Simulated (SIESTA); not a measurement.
Runs of SIESTA 5.4.2 on Au. It takes space group Fm-3m (No. 225, cubic). The conventional cell has a = 4.070 Å, b = 4.070 Å, c = 4.070 Å, α = 90.00°, β = 90.00°, γ = 90.00°. Around Au (site symmetry m-3m) lie 12 Au at 2.88 Å. 

| task | level | potentials or basis | gap on the mesh (eV) | pressure (GPa) | V0 of scaled cells (Å³/atom) | B0 (GPa) |
| --- | --- | --- | --- | --- | --- | --- |
| band structure | RPBE | PseudoDojo 0.4 standard (PBE files), DZP (energy shift 0.003 Ry; two zetas on semicore shells) | none | 16.3 | - | - |
| band structure | BLYP | PseudoDojo 0.4 standard (PBE files), DZP (energy shift 0.003 Ry; two zetas on semicore shells) | none | (a) | - | - |
| equation of state | PBEsol | PseudoDojo 0.4 standard (PBEsol files), DZP (energy shift 0.003 Ry; two zetas on semicore shells) | - | - | (b) | 171 |
| equation of state | vdW-DF-cx | PseudoDojo 0.4 standard (PBE files), DZP (energy shift 0.003 Ry; two zetas on semicore shells) | - | - | 17.40 | 163 |

Alike in all rows: no spin polarisation; cell as given; k mesh 11 × 11 × 11; smearing fermi-dirac 0.05 eV; grid cutoff 800 Ry; energy shift 0.003 Ry.

Question: Estimate the missing entries.

Answer: (a) 23.8; (b) 17.16.

Caveats: short orbitals over semicore shells can move pressures by several GPa; the basis of atomic orbitals isn't converged, which shifts pressures, moduli and gaps; the potentials were made for another functional, which shifts forces and pressure (some runs); so large a pressure means that the cell lies far from this level's equilibrium, or that cutoff or potentials fall short (some runs); spin-orbit coupling is left out, which moves the levels of the heavy elements (some runs).

A k mesh can miss the band edges, and the runs leave out spin-orbit coupling on Au.

A gap of «none» marks a metal or a gap under the smearing width.

Runs at the PBE level aren't shown here.
